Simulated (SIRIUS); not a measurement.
**Pd: equation of state with PBEsol**

Pd:

```
CELL_PARAMETERS angstrom
0.00000 1.94650 1.94650
1.94650 0.00000 1.94650
1.94650 1.94650 0.00000
ATOMIC_POSITIONS crystal
Pd 0.00000 0.00000 0.00000
```

* Program: SIRIUS 7.10.0
* Task: equation of state
* Functional: PBEsol
* Potentials or basis: PseudoDojo 0.4.1 PBEsol standard (scalar relativistic)
* Cutoff: 1127 eV
* Density cutoff: 4507 eV
* k mesh: 12 × 12 × 12
* Occupations: fermi-dirac, width 0.05 eV
* Spin: no spin polarisation

The equilibrium volume is 14.53 Å³/atom, the bulk modulus is 206 GPa and the pressure derivative of the bulk modulus is 5.6.

Energy against volume, from the lowest point:
| volume (Å³/atom) | energy (meV/atom) |
| --- | --- |
| 13.865 | 21.51 |
| 14.160 | 6.19 |
| 14.455 | 0.00 |
| 14.750 | 1.81 |
| 15.045 | 10.60 |
| 15.340 | 25.48 |
| 15.635 | 45.69 |

All runs of the series together: 2.6 min on 1 thread of Arm Neoverse V2, with other jobs on the host.

Caveat: this set's palladium file may shift the pressure by some GPa.
